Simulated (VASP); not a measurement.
```
CELL_PARAMETERS angstrom
      3.40062     0.00000     0.00000
     -1.70031     2.94502     0.00000
      0.00000     0.00000    11.13276
ATOMIC_POSITIONS crystal
  In 0.00000 0.00000 0.00000
  In 0.00000 0.00000 0.50000
  In 0.66667 0.33333 0.75018
  In 0.33333 0.66667 0.25018
  N  0.00000 0.00000 0.81216
  N  0.00000 0.00000 0.31216
  N  0.66667 0.33333 0.56329
  N  0.33333 0.66667 0.06329
```

The numbers are results of PBE GGA, VASP's PBE PAW potentials (set 64) (plane waves; VASP), not measurements. Settings: 400 eV cut-off, 9×9×3 Γ-centred mesh, Fermi-Dirac smearing of 0.10 eV, potentials In_d N.

At this cut-off the stress carries a Pulay error, which pulls relaxed volumes low. Unless said otherwise, spin-orbit coupling is left out, though it shifts the bands of the heavy elements here.

What does the run give for the energy per atom (σ→0), pressure, largest force, band gap (on the k-mesh) with the smallest direct gap where there is one?

```yaml
band gap (on the k-mesh): none (metal, semimetal or under 0.01 eV)
energy per atom (σ→0): -5.203 eV/atom
pressure: 21.94 GPa
largest_force: 0.128 eV/Å
```

Total energies compare only between runs with the same potentials, cut-off and functional.

The structure was generated: InN was put into an ordered model structure, which need not be its known phase. The cell was not relaxed at this level.
